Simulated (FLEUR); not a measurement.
Crystal: LiCl.

```
CELL_PARAMETERS angstrom
0.00000 2.56477 2.56477
2.56477 0.00000 2.56477
2.56477 2.56477 0.00000
ATOMIC_POSITIONS crystal
Cl 0.50000 0.50000 0.50000
Li 0.00000 0.00000 0.00000
```

Base run:

| Property | Result |
| --- | --- |
| Program | FLEUR MaX-R8.1 (later development tree) |
| Functional | PBE |
| Potentials or basis | all-electron |
| Basis | FLAPW |
| Kmax | 4.21 1/bohr |
| k mesh | 9 × 9 × 9 |
| Occupations | fermi-dirac, width 0.05 eV |
| Spin | no spin polarisation |

Its results: band gap on the k mesh 6.33 eV, direct.

**Question.** The run is repeated on the same cell with these changes: functional from PBE to PBEsol. What comes out?

**Answer.** Band gap on the k mesh 6.13 eV, direct.

Caveats: an odd mesh through Γ misses points on the zone boundary, where band edges often lie.

Not every run made on this cell is shown here.
